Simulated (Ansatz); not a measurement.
²⁰⁹Bi fingerprints of the forms of VBiO4

Method: Kohn–Sham DFT in Ansatz, r2SCAN, plane waves and PAW, scalar-relativistic, 500 eV cutoff. Q(²⁰⁹Bi) = -516.0 mb, I = 9/2. The cells come from the COD, with the atoms relaxed (PBE, cell held). Calculated pressures reach 4 GPa in size and forces 0.3 eV/Å in them. Spin–orbit coupling is left out, which moves gradients at and beside heavy atoms (Bi) by some per cent and at some sites by far more.

Problem. A calculated ²⁰⁹Bi parameter set reads: |C_Q| = 14.0 MHz, η = 0.00. Which structure does it belong to?
A. I4_1/amd, 12 atoms in the cell run; Bi site: 8 O at 2.39–2.56 Å
B. I4_1/a, 12 atoms in the cell run; Bi site: 8 O at 2.44–2.49 Å

Solution. B. VBiO4 in I4_1/a gives |C_Q| = 14.0 MHz, η = 0.00; there Bi has 8 O at 2.44–2.49 Å. VBiO4 in I4_1/amd gives |C_Q| = 166 MHz, η = 0.00; there Bi has 8 O at 2.39–2.56 Å.
